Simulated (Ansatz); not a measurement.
The system is W.

```
W
1.0
    -1.58234    1.58234    1.58234
     1.58234   -1.58234    1.58234
     1.58234    1.58234   -1.58234
W
1
Direct
  0.00000 0.00000 0.00000
```

Base run:

```yaml
Program: Ansatz 0.2.0
Functional: LDA
Potentials_or_basis: Ansatz PAW
Cutoff: "420 eV (not typed: the program's choice for these potentials)"
k_mesh: 12 × 12 × 12
Occupations: fermi-dirac, width 0.05 eV
Spin: no spin polarisation
```

Its results: band gap on the k mesh none (metal or under the smearing width); pressure -8.9 GPa.

Question: The run is repeated on the same cell with these changes: hubbard terms from none to W d U = 6 eV; hubbard projectors from none to ortho-atomic (the default). What comes out?

Answer: Band gap on the k mesh none (metal or under the smearing width); pressure -3.5 GPa.

Caveats: the PAW data sets come from PBE, with cores solved anew for the run's functional, which leaves a small shift of forces and pressure; U without spin polarisation on a metal has little footing (some runs); the U is typed as a test and isn't derived for this compound (some runs).
